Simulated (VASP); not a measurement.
Set up this calculation in VASP 6.6.1, as the native input.

- Task: single point
- Functional: PBE
- Potentials or basis: VASP PAW PBE potentials, release 64 (Ni, Si)
- Cutoff: 520 eV
- k mesh: 5 × 5 × 5
- Occupations: gaussian, width 0.05 eV
- Spin: collinear spin, zero start
- Starting moments: [0.0, 0.0, 0.0, 0.0, 0.0, 0.0, 0.0, 0.0] μB
- Dipole correction: no
- Further INCAR settings: ALGO = Normal; EDIFF = 1e-07; NBANDS = 42

The structure of SiNi lies in POSCAR:

```
SiNi
1.0
    4.4967800000      0.0000000000      0.0000000000
    0.0000000000      4.4967800000      0.0000000000
    0.0000000000      0.0000000000      4.4967800000
Ni Si
4 4
Direct
    0.1470000000      0.1470000000      0.1470000000
    0.3530000000      0.8530000000      0.6470000000
    0.6470000000      0.3530000000      0.8530000000
    0.8530000000      0.6470000000      0.3530000000
    0.8601000000      0.8601000000      0.8601000000
    0.6399000000      0.1399000000      0.3601000000
    0.3601000000      0.6399000000      0.1399000000
    0.1399000000      0.3601000000      0.6399000000
```

One way to write it, as run:

INCAR

```
SYSTEM = SiNi
  PREC = Accurate
  ENCUT = 520
  EDIFF = 1E-7
  ISMEAR = 0
  SIGMA = 0.05
  LREAL = .False.
  LASPH = .True.
  NELM = 150
  ALGO = Normal
  ISIF = 2
  LWAVE = .False.
  LCHARG = .True.
  ISPIN = 2
  MAGMOM = 0 0 0 0 0 0 0 0
  LORBIT = 11
  LMAXMIX = 4
  GGA = PE
  LELF = .True.
  LVHAR = .True.
  NBANDS = 42
```

KPOINTS

```
regular mesh
0
Gamma
  5 5 5
  0 0 0
```

Potentials or basis: VASP PAW PBE potentials, release 64 (Ni, Si).

The run is started by

```bash
$ cat potpaw_PBE.64/Ni/POTCAR potpaw_PBE.64/Si/POTCAR > POTCAR
$ mpirun -np 1 vasp_std > vasp.out
```

It gave:

```json
{
  "Pressure": "3.8 GPa",
  "Largest force": "1.188 eV/Å",
  "Band gap on the k mesh": "none (metal or under the smearing width)",
  "Net moment": "0.00 μB per cell",
  "Valence electrons inside the program's atomic spheres": "Ni 9.57; Si 1.59"
}
```

Caveat: forces of over 1 eV/Å show positions far from the minimum, so gaps and moduli don't describe the material at rest.

It took 3.6 min on 1 thread of AMD EPYC 7R43 64-Core Processor (Zen 3), with other jobs on the host, peak memory 0.23 GiB.
